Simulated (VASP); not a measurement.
# CoPt₂O₂: core levels, initial state, by Hubbard U

CoPt₂O₂, slab, 5 atoms in the cell.

| Hubbard U | Core level of the first element (eV) | Core level of the second element (eV) | Core level of the third element (eV) | Time (s) |
|---|---|---|---|---|
| – | 66.86 | 507.62 | 763.49 | 85 |
| Co shell d, U 2 | 66.80 | 507.32 | 763.15 | 88 |
| Co shell d, U 4 | 66.81 | 507.11 | 763.01 | 89 |
| Co shell d, U 6 | 66.83 | 506.91 | 762.89 | 102 |

Limits: Levels are depths of Pt 4f, O 1s, Co 2p below the Fermi level, elements in the POSCAR's order.

## Input of the first row

INCAR:
```
SYSTEM = CoPt2O2
  GGA = PE
  PREC = Accurate
  ENCUT = 600
  EDIFF = 1E-7
  LREAL = .False.
  LASPH = .True.
  ALGO = Normal
  NELM = 120
  LWAVE = .False.
  LCHARG = .False.
  ISMEAR = 0
  SIGMA = 0.02
  ISPIN = 2
  MAGMOM = 0 0 0 0 2
  LORBIT = 11
  LMAXMIX = 4
  KPAR = 4
  ICORELEVEL = 1
```

KPOINTS:
```
k-points
0
Gamma
  10 10 1
```

POSCAR:
```
CoPt2O2
1.0
    2.8245398345      0.0000000000      0.0000000000
   -1.4122699173      2.4461232507      0.0000000000
    0.0000000000      0.0000000000     20.9393891094
Pt O Co
2 2 1
Direct
    0.6666666667      0.3333333333      0.3581766383
    0.3333333333      0.6666666667      0.6418233617
    0.6666666667      0.3333333333      0.4536895923
    0.3333333333      0.6666666667      0.5463104077
    0.0000000000      0.0000000000      0.5000000000
```

Commands:
```
cat potpaw_PBE.64/Pt/POTCAR potpaw_PBE.64/O/POTCAR potpaw_PBE.64/Co/POTCAR > POTCAR
mpirun -np 4 vasp_std > vasp.out
```

Changes of the last row against the first:
```
+ LDAU = True
+ LDAUTYPE = 2
+ LDAUL = -1 -1 2
+ LDAUU = 0 0 6
+ LDAUJ = 0 0 0
```

VASP 6.6.1 took 85 s on 4 cores (Intel Xeon 6975P-C (Granite Rapids)), a shared host.
